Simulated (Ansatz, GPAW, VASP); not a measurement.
# One calculation of NiO, 3 ways

```xyz
2
Lattice="0.0000 2.0859 2.0859 2.0859 0.0000 2.0859 2.0859 2.0859 0.0000" Properties=species:S:1:pos:R:3 pbc="T T T"
Ni    0.0000    0.0000    0.0000
O     2.0859    2.0859    2.0859
```

Alike in all runs: task single point; functional PBE; k mesh 11 × 11 × 11; occupations gaussian, width 0.016 eV; collinear spin, ferromagnetic start; no spin-orbit coupling. The measured crystal is an antiferromagnetic insulator; the state found here is the runs' own. Pressure is positive in compression and, in plane waves, holds the error of the finite cutoff.

```tsv
program and potentials	plane-wave cutoff (eV)	notes	pressure (GPa)	net moment per atom (μB)
GPAW, GPAW PAW data sets (gpaw-data 1.2.1)	800	11 valence electrons an atom on average; this data set often lies off other programs	10.23	0.89
Ansatz, all-electron LAPW, scalar-relativistic	-	-	?	?
VASP, PBE PAW files Ni, O, 520 eV	520	8 valence electrons an atom on average	6.20	0.89
```

Question: Estimate from the other rows what the run with Ansatz, all-electron LAPW, scalar-relativistic gave.

Answer: Pressure 6.63 GPa; net moment per atom 0.91 μB. The other rows, which needn't bracket it: pressure 6.20 to 10.23; net moment per atom 0.89.
